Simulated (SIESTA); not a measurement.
CdTe: equation of state with PBEsol

**Measured values to compare with.**

From “Multiscale insight into the Cd1-xZnxTe vibrational-mechanical properties -- High-pressure experiments and ab initio calculations”, 2023, arxiv:2306.14539, for a powder of CdTe: bulk modulus 42 ± 2 GPa.

The system is CdTe.

```
Te Cd
1.0
     0.00000    3.20500    3.20500
     3.20500    0.00000    3.20500
     3.20500    3.20500    0.00000
Te Cd
1 1
Cartesian
  4.8075 4.8075 4.8075
  0.0000 0.0000 0.0000
```

| Item | Value |
| --- | --- |
| Program | SIESTA 5.4.2 |
| Task | equation of state |
| Functional | PBEsol |
| Potentials or basis | PseudoDojo 0.4 standard (PBEsol files) |
| Basis | DZP (energy shift 0.002 Ry) |
| Grid cutoff | 800 Ry |
| Energy shift | 0.002 Ry |
| k mesh | 7 × 7 × 7 |
| Occupations | fermi-dirac, width 0.05 eV |
| Spin | no spin polarisation |

| Item | Value |
| --- | --- |
| Equilibrium volume | 34.33 Å³/atom |
| Bulk modulus | 47 GPa |
| Pressure derivative of the bulk modulus | 4.0 (rough: it moves with the points fitted) |

Energy against volume, from the lowest point:
```csv
volume (Å³/atom),energy (meV/atom)
30.947,57.82
31.605,36.13
32.263,20.16
32.922,9.19
33.580,2.58
34.239,0.00
34.897,1.51
```

All runs of the series together: 3.1 min on 1 thread of Arm Neoverse V1, on a shared host.

Measured bulk modulus of CdTe: 42 GPa (powder; quoted in “Multiscale insight into the Cd1-xZnxTe vibrational-mechanical properties -- High-pressure experiments and ab initio calculations”, 2023, arxiv:2306.14539). This calculation gives 47 GPa (+11.4 %). The fit is for a static lattice scaled at fixed shape and fixed fractional positions.

Caveat: semicore shells carry a single zeta, which can move pressures by several GPa and volumes by a few percent; the basis of atomic orbitals isn't converged, which shifts pressures, moduli and gaps. Spin-orbit coupling is left out, which matters for the levels of Te.
